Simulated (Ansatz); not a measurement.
`C[BH][Sb]([F])[F]` + acetic acid → `CBOC(C)=O` + `[F][SbH][F]` at 600 K and 1 bar (cleavage of the B–Sb bond).

Isolated molecules relaxed with PBE0-D4/def2-TZVP in Ansatz; ΔE leaves out vibrations. CCSD(T)/CBS adds triple-zeta CCSD(T) − MP2 to the extrapolated MP2 energy (def2 sets, frozen cores). Elements past krypton have def2 core potentials. For Sb outer-core shells are correlated without core-valence functions, which leaves a few kJ/mol of doubt a bond. One conformer a species, not always the lowest.

```json
{"species": "`C[BH][Sb]([F])[F]`", "CCSD(T)/CBS energy (Eh)": "-504.89521", "H − E (kJ/mol)": "198.5", "S (J/(mol·K))": "464.6"}
{"species": "`CC(=O)O`", "CCSD(T)/CBS energy (Eh)": "-228.87529", "H − E (kJ/mol)": "204.1", "S (J/(mol·K))": "348.2"}
{"species": "`CBOC(C)=O`", "CCSD(T)/CBS energy (Eh)": "-293.56968", "H − E (kJ/mol)": "333.9", "S (J/(mol·K))": "463.7"}
{"species": "`[F][SbH][F]`", "CCSD(T)/CBS energy (Eh)": "-440.24478", "H − E (kJ/mol)": "60.6", "S (J/(mol·K))": "334.9"}
```

H − E and S are ideal-gas, rigid-rotor, harmonic terms from PBE0-D4/def2-TZVP, for one conformer and one mirror image of each species. 1 Eh = 2625.50 kJ/mol, R = 8.31446 J/(mol·K).

Problem. By hand: ΔE, ΔH, ΔS and ΔG.

Solution. ΔE = (-293.56968) + (-440.24478) − (-504.89521) − (-228.87529) = -0.04396 Eh = -115.4 kJ/mol. Δ(H − E) = 333.9 + 60.6 − 198.5 − 204.1 = -8.1, so ΔH = -123.5 kJ/mol. ΔS = 463.7 + 334.9 − 464.6 − 348.2 = -14.2 J/(mol·K). ΔG = -123.5 − 600 × (-14.2)/1000 = -115.0 kJ/mol.

Problem. By hand: the equilibrium constant, and the temperature at which ΔG would vanish if ΔH and ΔS stayed fixed.

Solution. log₁₀ K = −ΔG/(RT ln 10) = 10.0. ΔG = 0 at ΔH/ΔS = 8697 K, far beyond where these terms or the molecules hold.

The number of gas molecules stays the same, so ΔS is small and ΔH decides. A doubt of 5 kJ/mol in ΔE shifts log₁₀ K by 0.4 here. Other conformers and mirror images would add mixing entropy, several J/(mol·K) or more a flexible species. Modes under 60 cm⁻¹, often nearly free rotors, make the harmonic entropy too high. These are equilibria of isolated gas molecules and say nothing of rates. Largest T1 diagnostic: 0.015 (customary marks: 0.02 for closed shells, 0.045 for open ones).
